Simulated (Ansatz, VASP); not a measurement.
**Ag in VASP and in Ansatz**

Contents of INCAR:

```
SYSTEM = Ag
PREC = Accurate
ENCUT = 520
EDIFF = 1E-6
ISMEAR = 0
SIGMA = 0.15
LREAL = .False.
LASPH = .True.
NELM = 80
ALGO = Normal
ISIF = 2
LWAVE = .False.
LCHARG = .False.
GGA = PS
NBANDS = 12
```

The input KPOINTS:

```
Automatic mesh
0
Gamma
  26 26 26
  0 0 0
```

File POSCAR:

```
Ag
1.0
   -1.6528712605      1.6528712605      1.6528712605
    1.6528712605     -1.6528712605      1.6528712605
    1.6528712605      1.6528712605     -1.6528712605
Ag
1
Direct
    0.0000000000      0.0000000000      0.0000000000
```

Input for Ansatz:

```yaml
crystal:
  lattice:
    - [-1.6528712605, 1.6528712605, 1.6528712605]
    - [1.6528712605, -1.6528712605, 1.6528712605]
    - [1.6528712605, 1.6528712605, -1.6528712605]
  atoms:
    - { symbol: Ag, position: [0.0, 0.0, 0.0] }
basis:
  ecutwfc: 420
kpoints:
  mp_grid: { grid: [26, 26, 26] }
hamiltonian:
  xc: pbesol
scf:
  occupations: { method: gaussian, width: 0.15 }
output:
  forces: true
  stress: true
  eigenvalues: true
  write_density: true
  write_potential: true
  elf: true
  volumetric_format: npy
```

Change from the starting cell: strain +0.025 along x and y, +0.025 along z, atoms carried along.

Alike in both runs: task single point; functional PBEsol; k mesh 26 × 26 × 26; occupations gaussian, width 0.15 eV; no spin polarisation.

|  | VASP | Ansatz |
| --- | --- | --- |
| version | VASP 6.6.1 | Ansatz 0.2.0 |
| potentials or method | VASP PAW PBE potentials, release 64 (Ag) | scalar-relativistic, plane waves, PAW |
| plane-wave cutoff (eV) | 520 | 420 |
| valence electrons in the cell | 11 | 19 |

Ansatz gave:

| Quantity | Value |
| --- | --- |
| gap on the k mesh at the Fermi level (eV) | none |
| pressure (GPa) | -6.9 |

Problem. Which values does VASP return?

Solution. gap on the k mesh at the Fermi level (eV): none; pressure (GPa): -7.0.

A gap of «none» marks a metal or a gap that the smearing closes. The two sets of potentials don't hold the same shells in valence.

Caveats: the PAW data sets were made with another functional, which shifts forces and pressure a little (VASP).
